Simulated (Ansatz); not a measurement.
Nb: pressure against volume

Nb, Im-3m, a = 3.272 Å. Ansatz: PBEsol, PAW, 420 eV, Γ-centred 18×18×18 mesh on 1 atom, Gaussian smearing 0.10 eV; no spin polarisation. Symmetry fixes shape and atoms, so the cell is only scaled; pressure is positive in compression.

```tsv
V (Å³/atom)	P (GPa)
15.419	28.64
15.945	19.90
16.471	12.36
16.996	5.77
17.522	0.00
18.048	-5.04
18.573	?
19.274	-14.48
```

Q: Take V0 = 17.522 Å³/atom, fit the third-order Birch–Murnaghan form to the other rows, and predict the missing pressure.

A: With the Eulerian strain f = ½[(V0/V)^(2/3) − 1] and y = P/[3f(1 + 2f)^(5/2)], the form is the line y = B0 + 1.5 B0 (B0′ − 4) f. Rows (f, y): 0.04449, 173.4; 0.03245, 174.7; 0.02105, 176.6; 0.01026, 178.2; -0.00976, 180.8; -0.03078, 183.8. Means f = 0.01129, y = 177.92; Σ(Δf)² = 0.003859, ΣΔfΔy = -0.5394; the slope is their ratio. y = 179.5 − 139.8 f GPa, so B0 = 179.5 GPa and B0′ = 4 + 2 × (-139.8)/(3 × 179.5) = 3.48. At V = 18.573, f = -0.01905, y = 182.16 and P = -9.45 GPa. The run gave -9.45 GPa, the same to the digits shown.